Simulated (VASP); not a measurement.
The system is GaSb.

```
Sb Ga
1.0
     0.00000    3.05900    3.05900
     3.05900    0.00000    3.05900
     3.05900    3.05900    0.00000
Sb Ga
1 1
Direct
  0.75000 0.75000 0.75000
  0.00000 0.00000 0.00000
```

Base run:

```yaml
Program: VASP 6.6.1
Functional: BLYP
Potentials_or_basis: VASP PAW PBE potentials, release 64 (Sb, Ga_d)
Cutoff: 520 eV
k_mesh: 8 × 8 × 8
Occupations: fermi-dirac, width 0.05 eV
Spin: no spin polarisation
```

Its results: pressure 5.6 GPa.

Q: After a change of settings the same cell gave: pressure 3.9 GPa. Which change was it?
A. functional from BLYP to r2SCAN; further incar settings from ALGO = Fast; EDIFF = 1e-06 to ALGO = Normal; EDIFF = 1e-06
B. functional from BLYP to RPBE
C. functional from BLYP to TPSS; further incar settings from ALGO = Fast; EDIFF = 1e-06 to ALGO = Normal; EDIFF = 1e-06
D. functional from BLYP to AM05

A: B.

Caveats: the PAW data sets were made with another functional, which shifts forces and pressure a little.
